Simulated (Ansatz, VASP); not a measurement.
# Two plane-wave programs on TePb

```
Pb Te
1.0
     0.00000    3.23100    3.23100
     3.23100    0.00000    3.23100
     3.23100    3.23100    0.00000
Pb Te
1 1
Direct
  0.00000 0.00000 0.00000
  0.50000 0.50000 0.50000
```

Alike in both runs: task single point; functional PBE exchange alone; k mesh 7 × 7 × 7; occupations fermi-dirac, width 0.05 eV; no spin polarisation.

|  | VASP | Ansatz |
| --- | --- | --- |
| version | VASP 6.6.1 | Ansatz 0.2.0 |
| potentials or method | VASP PAW PBE potentials, release 64 (Pb_d, Te) | Ansatz PAW |
| plane-wave cutoff (eV) | 520 | 420 |
| valence electrons in the cell | 20 | 30 |

|  | VASP | Ansatz | Ansatz less VASP |
| --- | --- | --- | --- |
| gap on the k mesh at the Fermi level (eV) | 1.10 | 1.10 | -0.001 |
| least direct gap on the mesh (eV) | 1.10 | 1.10 | -0.001 |
| pressure (GPa) | 10.2 | 10.2 | +0.01 |

The two sets of potentials don't hold the same shells in valence.

Caveats: the PAW data sets come from PBE, with cores solved anew for the run's functional, which leaves a small shift of forces and pressure (Ansatz). The runs have no spin-orbit coupling, so splittings on Pb, Te are missing.
